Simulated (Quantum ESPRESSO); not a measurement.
Crystal: NbP.

```
Nb P
1.0
    -1.67492    1.67492    5.74011
     1.67492   -1.67492    5.74011
     1.67492    1.67492   -5.74011
Nb P
2 2
Direct
  0.24988 0.74988 0.50000
  0.49988 0.49988 0.00000
  0.83275 0.33275 0.50000
  0.08275 0.08275 0.00000
```

The cell is a database's computed one.

Base run:

```yaml
Program: Quantum ESPRESSO 7.5
Functional: PBEsol
Potentials_or_basis: PseudoDojo 0.4.1 SR PBEsol standard
Cutoff: 1116 eV
Density_cutoff: 4463 eV
k_mesh: 11 × 11 × 11
Occupations: fermi-dirac, width 0.05 eV
Spin: no spin polarisation
```

Its results: band gap on the k mesh none (metal or under the smearing width); pressure -6.4 GPa; largest force 0.017 eV/Å.

Problem. The run is repeated on the same cell with these changes: functional from PBEsol to PBE; potentials or basis from PseudoDojo 0.4.1 SR PBEsol standard to PseudoDojo 0.4.1 SR PBE standard. What comes out?

Solution. Band gap on the k mesh none (metal or under the smearing width); pressure -1.0 GPa; largest force 0.016 eV/Å.

Caveats: some levels on the path didn't converge (some runs).

Not every run made on this cell is shown here.
